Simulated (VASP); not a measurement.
```xyz
2
Lattice="0.0000 2.9601 2.9601 2.9601 0.0000 2.9601 2.9601 2.9601 0.0000" Properties=species:S:1:pos:R:3 pbc="T T T"
Na     0.0000     0.0000     0.0000
Br     2.9601     2.9601     2.9601
```

Level of theory: PBEsol GGA, VASP's PBE PAW potentials (set 64) (plane waves; VASP). Settings: 400 eV cut-off, 7×7×7 Γ-centred mesh, Gaussian smearing of 0.050 eV, potentials Na_pv Br.

**Question.** Predict the energy per atom (σ→0), band gap (on the k-mesh) with the smallest direct gap where there is one.

**Answer.** 
```
Property                                     Result
-----------------------------------  --------------
band gap (on the k-mesh)                    4.07 eV
smallest direct gap (on the k-mesh)         4.07 eV
energy per atom (σ→0)                -3.187 eV/atom
```

Total energies compare only between runs with the same potentials, cut-off and functional.

The compound is NaBr in the rock salt structure. It was relaxed first. The start is the result of an earlier pass.
